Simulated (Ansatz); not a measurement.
Zincblende PbO, relaxed with r2SCAN in the PAW code Ansatz: it is cubic, F-43m (No. 216); a = 5.598 Å in the conventional setting, 21.92 Å³ an atom. Pb has 4 O at 2.42 Å; O has 4 Pb at 2.42 Å. The primitive cell holds 2 atoms in 43.85 Å³. These are computed values for a non-magnetic cell that may be hypothetical; none is a measurement.

Computed values: PBE gives a gap of 0.43 eV and PBE0 (25 % exact exchange) 1.69 eV; one over PBE's mean ε∞ is 0.126. HSE06+SOC (4×4×4) gives a least gap of 0.93 eV and a least direct gap of 1.16 eV. r2SCAN's ε∞ is 7.06.

**What is the density?** The cell holds 1 Pb, 1 O: M = 1×207.200 + 1×15.999 = 223.20 u in V = 43.85 Å³. ρ = 1.66054 × M/V = 1.66054 × 223.20/43.85 = 8.452 g/cm³, for the static r2SCAN lattice.

**Taking the gap as linear in the share of unscreened exchange, estimate the gap of the hybrid whose share is 1/ε∞.** The slope is (1.69 − 0.43)/0.25 = 5.04 eV per unit share, so E_g ≈ 0.43 + 5.04 × 0.126 = 1.07 eV. The run with that share gives 1.05 eV (6×6×6 mesh), -0.02 eV from the straight line.

**At what wavelength does absorption set in by HSE06+SOC, excitons left aside?** λ = 1239.84 eV nm/E: 1333 nm for the least gap, where it needs phonons and is weak, and 1069 nm for direct transitions. That lies in the infrared.

**What refractive index and reflectivity at normal incidence follow, below the gap and above the phonons?** n = √7.06 = 2.657; R = ((n − 1)/(n + 1))² = (1.657/3.657)² = 20.5 % a face.

Only the levels marked +SOC include spin-orbit coupling.

The meshes of the hybrids are coarse, so their gaps aren't converged to the digits shown.
